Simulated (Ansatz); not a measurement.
## Photoemission of C(111) with NH2 on 25 % of the top atoms and H on the rest

What would XPS and angle-resolved spectra of C(111) with NH2 on 25 % of the top atoms and H on the rest look like?

Method: DFT, PBE, plane-wave PAW, scalar-relativistic; PAW set soft_1, in Ansatz 0.2.0.

Report form: the programs' logs are mostly left out.

## (1) The structure

The cell holds 34 atoms: 9 H, 1 N and 24 C. Its edges and angles: a = 5.044 Å, b = 5.044 Å, c = 21.664 Å, α = 90.0°, β = 90.0°, γ = 60.0°. It derives from C. How the cell was made: terminated face; group: NH2; share of top atoms: 0.25; rest: H; oxygen in back bonds: 0; lower face: H. Regions: ad, 6 atoms (1 N and 5 H); L1, 4 atoms (4 C); L2, 4 atoms (4 C); L3, 4 atoms (4 C); mid, 4 atoms (4 C); rest, 12 atoms (8 C and 4 H). Vacuum lies along c.

## (2) Relaxation

The cut or typed positions aren't at rest, and spectra shift with geometry, so the relaxation comes first. 12 atoms are held to stand for the bulk. A dipole correction cancels the field between unlike faces.

input.yaml

```yaml
crystal:
  lattice:
    - [5.044499777, 0.0, 0.0]
    - [2.5222498885, 4.3686649563, 0.0]
    - [0.0, 0.0, 21.6636689229]
  atoms:
    - { symbol: H, position: [0.128217851, 0.068670865, 0.676878371] }
    - { symbol: H, position: [0.803111285, 0.068670865, 0.676878371] }
    - { symbol: "N", position: [0.0, 0.0, 0.653798254] }
    - { symbol: H, position: [0.5, 0.0, 0.635334161] }
    - { symbol: H, position: [0.0, 0.5, 0.635334161] }
    - { symbol: H, position: [0.5, 0.5, 0.635334161] }
    - { symbol: C, position: [0.0, 0.0, 0.588250724] }
    - { symbol: C, position: [0.5, 0.0, 0.588250724] }
    - { symbol: C, position: [0.0, 0.5, 0.588250724] }
    - { symbol: C, position: [0.5, 0.5, 0.588250724] }
    - { symbol: C, position: [0.833333333, 0.333333333, 0.564485031] }
    - { symbol: C, position: [0.333333333, 0.333333333, 0.564485031] }
    - { symbol: C, position: [0.833333333, 0.833333333, 0.564485031] }
    - { symbol: C, position: [0.333333333, 0.833333333, 0.564485031] }
    - { symbol: C, position: [0.833333333, 0.333333333, 0.493187952] }
    - { symbol: C, position: [0.333333333, 0.333333333, 0.493187952] }
    - { symbol: C, position: [0.833333333, 0.833333333, 0.493187952] }
    - { symbol: C, position: [0.333333333, 0.833333333, 0.493187952] }
    - { symbol: C, position: [0.166666667, 0.166666667, 0.469422259] }
    - { symbol: C, position: [0.666666667, 0.166666667, 0.469422259] }
    - { symbol: C, position: [0.166666667, 0.666666667, 0.469422259] }
    - { symbol: C, position: [0.666666667, 0.666666667, 0.469422259] }
    - { symbol: C, position: [0.166666667, 0.166666667, 0.398125181] }
    - { symbol: C, position: [0.666666667, 0.166666667, 0.398125181] }
    - { symbol: C, position: [0.166666667, 0.666666667, 0.398125181] }
    - { symbol: C, position: [0.666666667, 0.666666667, 0.398125181] }
    - { symbol: C, position: [0.0, 0.0, 0.374359488] }
    - { symbol: C, position: [0.5, 0.0, 0.374359488] }
    - { symbol: C, position: [0.0, 0.5, 0.374359488] }
    - { symbol: C, position: [0.5, 0.5, 0.374359488] }
    - { symbol: H, position: [0.0, 0.0, 0.323121629] }
    - { symbol: H, position: [0.5, 0.0, 0.323121629] }
    - { symbol: H, position: [0.0, 0.5, 0.323121629] }
    - { symbol: H, position: [0.5, 0.5, 0.323121629] }
kpoints:
  mp_grid: { grid: [6, 6, 1] }
scf:
  occupations: { method: fermi_dirac, width: 0.02 }
  n_extra_bands: 24
hamiltonian:
  xc: pbe
  pseudopotentials: { kind: paw, azcp: { folder: soft_1 } }
output:
  forces: true
  write_potential: true
  volumetric_format: []
efield:
  axis: 3
  dipole_correction: true
relax:
  f_tol: 0.03
  max_steps: 70
  constraints: [{ sites: [22, 23, 24, 25, 26, 27, 28, 29, 30, 31, 32, 33] }]
```

On the command line:

```console
> ansatz run input.yaml --threads 4 --pin off --max-ram 11264MiB --backend cpu --events-out ev --progress --plain --runs-dir out
```

Run time: 49 s. Hardware: 4 threads of Intel Xeon Platinum 8375C at 2.90GHz (Ice Lake), shared host; peak memory 1.2 GiB; 3.1 min of CPU time.

Step by step:

```
step  energy less that of the first step (eV)  largest force component (eV/Å)
   1                                   0.0000                          3.9529
   2                                  -0.4411                          1.1532
   3                                  -0.5329                          0.5938
   4                                  -0.5326                          0.5848
   5                                  -0.5463                          0.1780
   6                                  -0.5493                          0.0206
   7                                  -0.5493                          0.0203
```

Relaxation step 4 was tried and not accepted.

Forces are held to the 2 operations that the run works with; a distortion that breaks them can't arise in this run.

The atoms that moved most (Å):

```
atom      dx      dy      dz  length
  N3   0.000  -0.096   0.087   0.129
  H1  -0.010   0.089  -0.028   0.094
  H2   0.010   0.089  -0.028   0.094
  H6  -0.013   0.018   0.059   0.063
  H5   0.013   0.018   0.059   0.063
  H4   0.000  -0.012   0.059   0.060
  C7   0.000  -0.005   0.029   0.029
  C8   0.000  -0.002  -0.026   0.026
```

This step gave:

```
free energy                                                         : -6548.6971 eV
Fermi energy                                                        : 2.860 eV
symmetry operations                                                 : 2
gap on the k-mesh                                                   : 2.691 eV
ionisation potential, upper face                                    : 3.742 eV
upper vacuum level less the lowest empty level (Kohn–Sham affinity) : 1.051 eV
ionisation potential, lower face                                    : 3.677 eV
```

The relaxation ends 16 meV an atom lower, with a largest force component of 0.020 eV/Å on the free atoms.

## (3) Layer-resolved bands, DOS and potential

This is the main run. States are solved along the surface zone's path and weighed by where they lie along the normal, since photoemission sees the top layers. The cell holds 4 small cells, so the bands are unfolded.

input.yaml

```yaml
crystal:
  lattice:
    - [5.044499777, 0.0, 0.0]
    - [2.5222498885, 4.3686649563, 0.0]
    - [0.0, 0.0, 21.6636689229]
  atoms:
    - { symbol: H, position: [0.1159760381, 0.0891292305, 0.6755632773] }
    - { symbol: H, position: [0.7948947313, 0.0891292305, 0.6755632773] }
    - { symbol: "N", position: [0.0109837726, -0.0219675451, 0.6578005088] }
    - { symbol: H, position: [0.5013420123, -0.0026840246, 0.6380537705] }
    - { symbol: H, position: [0.0004231513, 0.504150008, 0.6380806533] }
    - { symbol: H, position: [0.4954268407, 0.504150008, 0.6380806533] }
    - { symbol: C, position: [0.0006112276, -0.0012224553, 0.5895892522] }
    - { symbol: C, position: [0.5001803201, -0.0003606402, 0.5870464613] }
    - { symbol: C, position: [0.0001640748, 0.4993059563, 0.5872105141] }
    - { symbol: C, position: [0.5005299689, 0.4993059563, 0.5872105141] }
    - { symbol: C, position: [0.833470787, 0.3330584261, 0.5649750358] }
    - { symbol: C, position: [0.333393491, 0.3332130181, 0.5645400619] }
    - { symbol: C, position: [0.8339420047, 0.8325173507, 0.5649835511] }
    - { symbol: C, position: [0.3335406446, 0.8325173507, 0.5649835511] }
    - { symbol: C, position: [0.8338167337, 0.3323665326, 0.4933249981] }
    - { symbol: C, position: [0.3334520942, 0.3330958116, 0.4930828511] }
    - { symbol: C, position: [0.8338470336, 0.8337874866, 0.4933287555] }
    - { symbol: C, position: [0.3323654798, 0.8337874866, 0.4933287555] }
    - { symbol: C, position: [0.166580858, 0.1666050259, 0.4694222471] }
    - { symbol: C, position: [0.6668141161, 0.1666050259, 0.4694222471] }
    - { symbol: C, position: [0.1666680492, 0.6666639016, 0.4694554058] }
    - { symbol: C, position: [0.6667004159, 0.6665991682, 0.4696921783] }
    - { symbol: C, position: [0.1666666665, 0.166666667, 0.398125181] }
    - { symbol: C, position: [0.6666666665, 0.166666667, 0.398125181] }
    - { symbol: C, position: [0.1666666665, 0.666666667, 0.398125181] }
    - { symbol: C, position: [0.6666666665, 0.666666667, 0.398125181] }
    - { symbol: C, position: [0.0, 0.0, 0.374359488] }
    - { symbol: C, position: [0.5, 0.0, 0.374359488] }
    - { symbol: C, position: [0.0, 0.5, 0.374359488] }
    - { symbol: C, position: [0.5, 0.5, 0.374359488] }
    - { symbol: H, position: [0.0, 0.0, 0.323121629] }
    - { symbol: H, position: [0.5, 0.0, 0.323121629] }
    - { symbol: H, position: [0.0, 0.5, 0.323121629] }
    - { symbol: H, position: [0.5, 0.5, 0.323121629] }
kpoints:
  mp_grid: { grid: [6, 6, 1] }
scf:
  occupations: { method: fermi_dirac, width: 0.02 }
  n_extra_bands: 24
hamiltonian:
  xc: pbe
  pseudopotentials: { kind: paw, azcp: { folder: soft_1 } }
output:
  forces: true
  write_potential: true
  volumetric_format: []
  dos:
    projected:
      site_lists:
        adsorbate: [2, 0, 1, 3, 4, 5]
        layer_1: [6, 7, 8, 9]
        layer_2: [10, 11, 12, 13]
        layer_3: [14, 15, 16, 17]
        middle: [18, 19, 20, 21]
        other_layers: [22, 23, 24, 25, 26, 27, 28, 29, 30, 31, 32, 33]
    de: 0.05
    e_range: [-30, 12]
    method: { smearing: { sigma: 0.12, scheme: gaussian } }
  eigenstates:
    kpoints:
      - [0.33333333, -0.33333333, 0.0]
      - [0.25, -0.375, 0.0]
      - [0.16666667, -0.41666667, 0.0]
      - [0.08333333, -0.45833333, 0.0]
      - [0.0, 0.5, 0.0]
      - [-0.08333333, 0.45833333, 0.0]
      # [... 29 more points ...]
      - [0.25, 0.5, 0.0]
      - [0.29166667, -0.41666667, 0.0]
    e_range: [-8.0, 6.0]
    unfold:
      supercell_matrix: [[2, 0, 0], [0, 2, 0], [0, 0, 1]]
      layers:
        axis: 3
        edges: [0.138481, 0.426083, 0.426183, 0.5738, 0.5739, 0.860201]
efield:
  axis: 3
  dipole_correction: true
```

It took 53 s on 4 threads; peak memory 1.9 GiB.

This step gave:

| Property | Result |
| --- | --- |
| zero of energy | valence-band maximum |
| share of occupied states in no projected shell | 0.0039 of the occupied states in the window |

A(k,E), total over k along the path and E. Zero: valence-band maximum.

Values in eV⁻¹, 12 rows by 16 columns, each cell a mean:
```
0.77 1.11 0.85 1.35 1.75 2.06 2.78 2.53 1.43 1.65 1.51 1.86 1.37 1.19 0.95 0.74
0.19 0.10 0.66 0.93 1.29 0.94 0.66 0.79 1.42 1.42 1.59 1.08 1.24 0.49 0.23 0.22
0.13 0.15 0.18 0.88 1.04 0.99 1.44 1.28 0.78 1.38 0.50 0.09 0.07 0.04 0.04 0.12
0.01 0.03 0.02 0.04 0.66 1.48 1.41 1.46 1.41 0.15 0.07 0.07 0.06 0.07 0.06 0.01
0.01 0.01 0.01 0.02 0.03 0.09 0.23 0.16 0.06 0.03 0.02 0.02 0.02 0.01 0.01 0.01
0.01 0.01 0.01 0.02 0.03 0.06 0.12 0.09 0.04 0.02 0.01 0.01 0.01 0.01 0.01 0.01
0.01 0.01 0.01 0.03 0.09 0.90 1.72 1.54 0.52 0.05 0.03 0.02 0.02 0.02 0.01 0.01
0.15 0.15 0.19 0.53 1.17 2.28 2.70 2.56 1.81 1.12 0.30 0.15 0.14 0.14 0.16 0.16
0.11 0.13 0.71 0.59 1.58 2.00 1.59 1.83 1.88 1.30 1.56 1.25 0.80 0.29 0.12 0.11
0.21 0.74 0.37 1.50 1.69 1.00 0.12 0.30 1.42 1.38 0.97 1.09 1.15 1.44 0.81 0.20
2.28 1.39 1.74 1.81 1.87 0.84 0.74 0.76 1.25 1.70 1.67 1.49 1.34 1.01 1.03 2.16
0.88 1.02 1.33 1.33 0.63 0.13 0.12 0.12 0.22 0.89 0.79 1.19 1.53 1.88 2.05 1.06
```
Columns: k along the path (Å⁻¹) from 0 to 3.93; rows upwards: E (eV) from -6.35 to 7.05.

A(k,E), top over k along the path and E. Zero: valence-band maximum.

Values in eV⁻¹, 12 rows by 16 columns, each cell a mean:
```
0.22 0.34 0.34 0.32 0.44 0.54 0.67 0.63 0.39 0.44 0.42 0.53 0.40 0.31 0.28 0.20
0.14 0.06 0.21 0.35 0.32 0.28 0.19 0.23 0.39 0.32 0.49 0.27 0.23 0.15 0.14 0.17
0.11 0.12 0.14 0.36 0.37 0.16 0.30 0.25 0.14 0.56 0.17 0.03 0.03 0.02 0.03 0.09
0.01 0.02 0.02 0.01 0.29 0.61 0.54 0.59 0.58 0.06 0.05 0.05 0.04 0.05 0.05 0.01
0.00 0.00 0.00 0.01 0.01 0.04 0.13 0.08 0.02 0.01 0.01 0.01 0.01 0.01 0.00 0.00
0.00 0.00 0.00 0.00 0.01 0.01 0.02 0.02 0.01 0.01 0.00 0.00 0.00 0.00 0.00 0.00
0.01 0.01 0.01 0.01 0.02 0.15 0.28 0.25 0.09 0.01 0.01 0.01 0.01 0.01 0.01 0.01
0.13 0.13 0.12 0.17 0.26 0.49 0.62 0.60 0.38 0.26 0.14 0.10 0.10 0.10 0.14 0.14
0.08 0.07 0.15 0.13 0.34 0.44 0.29 0.34 0.42 0.29 0.28 0.26 0.19 0.11 0.07 0.08
0.06 0.13 0.09 0.30 0.36 0.17 0.05 0.07 0.28 0.26 0.26 0.24 0.21 0.24 0.16 0.06
0.40 0.33 0.38 0.43 0.44 0.23 0.21 0.21 0.30 0.41 0.35 0.35 0.37 0.28 0.20 0.38
0.33 0.25 0.34 0.33 0.13 0.07 0.06 0.06 0.08 0.21 0.21 0.29 0.31 0.42 0.53 0.38
```
Columns: k along the path (Å⁻¹) from 0 to 3.93; rows upwards: E (eV) from -6.35 to 7.05.

A(k,E), middle over k along the path and E. Zero: valence-band maximum.

Values in eV⁻¹, 12 rows by 16 columns, each cell a mean:
```
0.20 0.24 0.10 0.24 0.51 0.72 1.09 0.93 0.39 0.27 0.32 0.52 0.41 0.47 0.27 0.20
0.04 0.02 0.04 0.03 0.07 0.07 0.06 0.07 0.18 0.33 0.42 0.47 0.69 0.21 0.06 0.04
0.02 0.02 0.02 0.04 0.03 0.03 0.05 0.04 0.02 0.07 0.07 0.04 0.03 0.01 0.01 0.02
0.00 0.00 0.00 0.00 0.02 0.05 0.06 0.05 0.05 0.01 0.02 0.02 0.01 0.01 0.01 0.00
0.00 0.00 0.00 0.00 0.01 0.01 0.02 0.01 0.01 0.01 0.00 0.00 0.01 0.00 0.00 0.00
0.00 0.00 0.00 0.00 0.01 0.02 0.05 0.03 0.01 0.01 0.01 0.00 0.00 0.00 0.00 0.00
0.00 0.00 0.01 0.01 0.04 0.46 0.84 0.76 0.27 0.02 0.01 0.01 0.01 0.01 0.00 0.00
0.02 0.02 0.05 0.24 0.55 0.94 1.03 0.95 0.79 0.54 0.11 0.04 0.03 0.02 0.02 0.02
0.02 0.04 0.35 0.27 0.69 0.94 1.01 1.08 0.82 0.51 0.77 0.61 0.38 0.12 0.03 0.02
0.09 0.36 0.15 0.67 0.76 0.61 0.04 0.16 0.72 0.71 0.29 0.40 0.53 0.71 0.39 0.08
1.03 0.57 0.76 0.74 0.81 0.30 0.26 0.26 0.56 0.70 0.85 0.63 0.39 0.28 0.43 0.97
0.29 0.41 0.50 0.52 0.35 0.03 0.03 0.03 0.09 0.38 0.33 0.56 0.81 0.83 0.77 0.37
```
Columns: k along the path (Å⁻¹) from 0 to 3.93; rows upwards: E (eV) from -6.35 to 7.05.

A(k,E), bottom over k along the path and E. Zero: valence-band maximum.

Ten even steps from '0' (0.00 eV⁻¹) to '9' (1.51 eV⁻¹), each cell a mean:
```
345500234235554222334554312443
000250011222222222115532331000
000036101101111121233223200000
000002700111111110262100000000
000000161011111003610000000000
000000027300000175000000000000
000000000476667710000000000000
000000000001210000000000000000
000000000000000000000000000000
000000000000000000000000000000
000000000000000000000000000000
000000000004651000000000000000
000000000133123300000000000000
000000012358996431000000000000
000000113464335644310000000000
000012124532123342243100000000
000110043220000332313444310000
002100522200000023133112343100
122226454200000143422444212331
963233344333333324224332431248
212232231000000011210233355332
122322410000000002222221235521
```
Columns: k along the path (Å⁻¹) from 0 to 3.93; rows upwards: E (eV) from -6.35 to 7.05.

Peaks of A(k,E) at the labelled points: for each region the eleven nearest the zero at most, each over 6 % of that point's highest, less those above the energy where the solved bands run out; weight and spread sum the levels within three half widths or 0.3 eV, so near peaks share levels. Peaks of the spectral function, the first 40 of 114 rows:

```
point  weight on  E (eV)  A (1/eV)  weight near the peak  rms spread of levels (eV)
    K      total   -6.03     1.177                 0.355                       0.12
    K      total   -5.71     2.492                 0.619                      0.036
    K      total   -4.87     7.176                  2.72                      0.085
    K      total   -4.41     1.463                  0.35                      0.073
    K      total   -2.15     0.453                  0.13                      0.089
    K      total   -1.37     0.633                 0.158                          0
    K      total    4.31     0.441                 0.107                          0
    K      total    5.37     0.763                 0.187                          0
    K      total    6.49     0.516                 0.155                      0.111
    K      total    6.95     1.455                 1.118                      0.119
    K        top   -6.03     0.532                 0.186                      0.134
    K        top   -5.71     1.058                 0.276                       0.04
    K        top   -4.85     0.995                 0.352                      0.088
    K        top   -4.41     0.546                 0.159                      0.078
    K        top   -3.89       0.1                 0.028                      0.078
    K        top   -2.15     0.389                 0.115                       0.09
    K        top   -1.93     0.141                 0.115                       0.09
    K        top   -1.37     0.575                 0.145                          0
    K        top    4.31     0.378                 0.092                          0
    K        top    4.89     0.288                 0.068                      0.012
    K        top    5.37      0.61                 0.151                          0
    K     middle   -6.03     0.377                 0.105                      0.107
    K     middle   -5.71     0.657                 0.156                      0.037
    K     middle   -4.87     3.495                 1.304                      0.082
    K     middle   -4.41      0.51                 0.112                      0.075
    K     middle    6.95     0.388                 0.281                      0.118
    K     bottom   -6.03     0.267                 0.064                      0.096
    K     bottom   -5.71     0.775                 0.187                      0.028
    K     bottom   -4.85     2.724                 1.063                      0.086
    K     bottom   -4.41     0.405                 0.079                      0.056
    Γ      total   -4.95     3.606                 0.909                      0.018
    Γ      total   -2.03     5.371                 2.298                      0.111
    Γ      total   -1.85      3.59                 2.298                      0.111
    Γ      total   -1.41     4.073                 0.881                          0
    Γ      total   -1.07     5.725                   1.9                      0.053
    Γ      total   -0.01      7.61                 1.981                      0.017
    Γ      total    2.69     3.849                 1.818                      0.101
    Γ      total    2.89     4.419                 1.818                      0.101
    Γ      total    4.05     3.939                 0.963                          0
    Γ      total    4.71     3.715                 0.918                          0
```

The DOS has structure finer than the step of the table below, so its rows give means over 2 eV, whole bins alone (the curve runs from -22.3 to 7.87 eV). Peaks (eV: height): total -10.9: 11.7, -10.0: 10.3, -6.0: 14.6, -4.8: 16.7; C 2p -6.0: 12.2, -4.8: 14.0, -3.5: 8.60, -2.9: 9.36; C 2s -15.4: 3.73, -14.6: 5.19, -13.5: 3.25, -10.9: 3.38; H 1s -4.9: 1.63, -4.4: 1.77, 4.9: 1.91, 5.8: 1.56; N 2p -8.6: 0.938, -8.1: 0.881, -1.7: 1.49, -1.3: 1.57.

Table of DOS by E, zero at the valence-band maximum; means over each step; values in states/eV/cell:

```
E (eV)  total    C 2p     C 2s     H 1s     N 2p     N 2s
   -20   1.17   0.256    0.796   0.0518  0.00697   0.0479
   -18   3.02   0.926     1.51    0.200   0.0222    0.338
   -16   3.69    1.33     2.04    0.159   0.0133    0.115
   -14   4.04    1.61     2.18    0.163   0.0264   0.0417
   -12   4.02    2.32     1.39    0.218   0.0499   0.0157
   -10   5.00    3.14     1.45    0.270    0.105  0.00882
    -8   7.69    5.29    0.918    0.778    0.639  0.00689
    -6   8.73    7.12    0.554    0.675    0.329   0.0117
    -4   10.4    8.97    0.384    0.840    0.187   0.0129
    -2   6.52    5.23    0.128    0.342    0.724   0.0622
     0  0.702   0.658   0.0112  0.00618   0.0203  0.00195
     2  0.247  0.0232  0.00828   0.0656  0.00265   0.0150
     4   3.36   0.364    0.200    0.739   0.0500   0.0708
     6   9.16    2.66     1.33    0.933    0.111   0.0671
```

This run's widths, added to any smearing of the DOS itself: Gaussian 0.1 eV, Lorentzian 0.1 eV. Intensity against binding energy, zero at the valence-band maximum; values in % of the maximum within 13 eV:

```
binding energy (eV)  21.2 eV  60 eV  1486.7 eV  2150 eV  9251.7 eV
                 -1    0.425  0.445      0.189    0.174      0.152
                  0     3.45   2.30      0.620    0.510      0.345
                  1     18.0   20.7       5.00     4.29       3.17
                  2     53.4   72.7       18.2     15.9       12.1
                  3     57.2   38.1       12.6     10.9       8.49
                  4     62.7   37.9       16.5     14.9       12.6
                  5     86.7   61.2       34.2     32.3       29.5
                  6     88.7   66.1       36.8     34.9       32.4
                  7     61.0   61.9       31.7     30.4       28.5
                  8     70.3   75.6       46.9     45.5       43.6
                  9     27.7   25.6       40.5     40.4       40.5
                 10     38.4   33.3       78.5     78.7       79.5
                 11     43.2   36.3       91.8     91.8       91.8
                 12        -   12.7       32.5     32.4       32.5
                 13        -   13.1       47.3     47.6       47.8
                 14        -   11.0       46.1     46.4       46.7
                 15        -   13.7       61.8     62.1       62.4
                 16        -   23.4        110      110        110
                 17        -   17.2       74.3     74.4       74.1
                 18        -   22.3       72.0     70.8       67.1
                 19        -   23.2       76.4     74.9       70.7
                 20        -   8.34       44.9     45.0       44.5
                 21        -  0.418       1.77     1.76       1.73
                 22        -  0.177      0.595    0.590      0.573
```

(Continued in part 2 of 3.)

[Logs are printed without paths, hosts, clocks, repeated set-up lines and the standing remarks that a program may print on its own settings, such as how far it seeks lower states.]

[Hosts, paths, dates, database ids (printed as entryN), source tags and the programs' standing remarks are cut or masked in the printed files.]

[Maps of the electrostatic potential energy from Ansatz leave out the sawtooth potential of an applied field or a dipole correction, so their vacuum need not be flat; work functions include it.]
